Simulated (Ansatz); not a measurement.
GeO₂:
```xyz
6
Lattice="4.4283 0.0000 0.0000 0.0000 4.4283 0.0000 0.0000 0.0000 2.8844" Properties=species:S:1:pos:R:3 pbc="T T T"
Ge     2.2142     2.2142     1.4422
Ge     0.0000     0.0000     0.0000
O      3.0719     3.0719     0.0000
O      1.3564     1.3564     0.0000
O      3.5706     0.8578     1.4422
O      0.8578     3.5706     1.4422
```

This is the PBEsol-relaxed structure.

**Question.** All from the program Ansatz at the PBEsol level (PAW), unless another level is named. Give the electronic dielectric constant ε∞ (DFPT).

**Answer.** 4.37 (xx = yy), 4.67 (zz).

**Question.** Next, the Born charges (a third of the trace)?

**Answer.** Ge +4.23, O -2.12 e.

**Question.** What about the static dielectric constant ε0 (ions relaxed, cell fixed)?

**Answer.** 15.6 (xx = yy), 11.1 (zz).

Space group P4_2/mnm (rutile). The cell was relaxed with PBEsol under the symmetry of its start. Scalar-relativistic: spin–orbit coupling is off unless named, which matters more the heavier the elements.

Potentials: the earlier of the program's two PAW sets. The files were generated under PBE; for other functionals the program regenerates the frozen cores, and for LDA and PBEsol the local potential too.
